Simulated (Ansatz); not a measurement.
P: electron density at the nuclei under pressure

```xyz
1
Lattice="4.2729 0.0000 0.0000 0.0000 4.2729 0.0000 0.0000 0.0000 4.3780" Properties=species:S:1:pos:R:3 pbc="T T T"
P     0.0000    0.0000    0.0000
```

The conventional cell has a = 4.273 Å, b = 4.273 Å, c = 4.378 Å, α = 90.00°, β = 90.00°, γ = 90.00°. Around P (atom 1) lie 6 P at 4.27 to 4.38 Å.

The geometry is COD entry 1534547, unchecked; take it as a test cell.

All numbers below come from DFT, PBE, all-electron PAW with datasets made for the crystal, scalar-relativistic (Ansatz 0.2.0).

Numerical set-up: a Γ-centred 10×10×9 k mesh, Fermi–Dirac smearing of 0.08 eV, cutoff 140 eV (chosen by the program for this cell), no spin polarisation.

The contact density is the mean electron density over the nuclear volume; its changes follow the s electrons' response to bonding and compression. Changes below are taken from the unscaled cell, where it is 16049.4 e/Å³ at P.

The datasets are made afresh for each cell, so very small changes are uncertain.

Question: Does compression raise or lower the contact density at P?

Answer: It raises it, by 0.26 e/Å³ over the whole range.

Question: Tabulate the changes with volume.

Answer: 
```tsv
V/V(cell)	P (GPa)	Δρ(0) P (e/Å³)
0.9405	-4.0	0.13
1.0000	-3.5	0.00
1.0600	-3.1	-0.13
```
